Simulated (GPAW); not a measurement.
WS2 (Tungstenite):

```
CELL_PARAMETERS angstrom
3.18000 0.00000 0.00000
-1.59000 2.75396 0.00000
0.00000 0.00000 12.50000
ATOMIC_POSITIONS crystal
W 0.66667 0.33333 0.75000
W 0.33333 0.66667 0.25000
S 0.66667 0.33333 0.37500
S 0.33333 0.66667 0.62500
S 0.33333 0.66667 0.87500
S 0.66667 0.33333 0.12500
```

Base run:

- Program: GPAW 26.7.0
- Functional: M06-L
- Potentials or basis: GPAW PAW data sets (gpaw-data 1.2.1)
- Cutoff: 600 eV
- Basis: pw
- k mesh: 6 × 6 × 2
- Occupations: fermi-dirac, width 0.05 eV
- Spin: spin-orbit coupling, no magnetisation

Its results: band gap on the k mesh 1.03 eV, indirect (least direct gap 1.53 eV); pressure -2.1 GPa; largest force 0.295 eV/Å.

Problem. The run is repeated on the same cell with these changes: functional from M06-L to mBEEF; spin axis theta (degrees) from 54.7 to 90. What comes out?

Solution. Band gap on the k mesh 1.16 eV, indirect (least direct gap 1.51 eV); pressure -1.8 GPa; largest force 0.554 eV/Å.

Caveats: spin-orbit coupling was added after a scalar SCF, so levels and gaps hold it while energy, forces, pressure and moments don't; this program's spin-orbit splittings come out too wide for heavy elements; the PAW data sets were made with another functional, which shifts forces and pressure a little.

Not every run made on this cell is shown here.
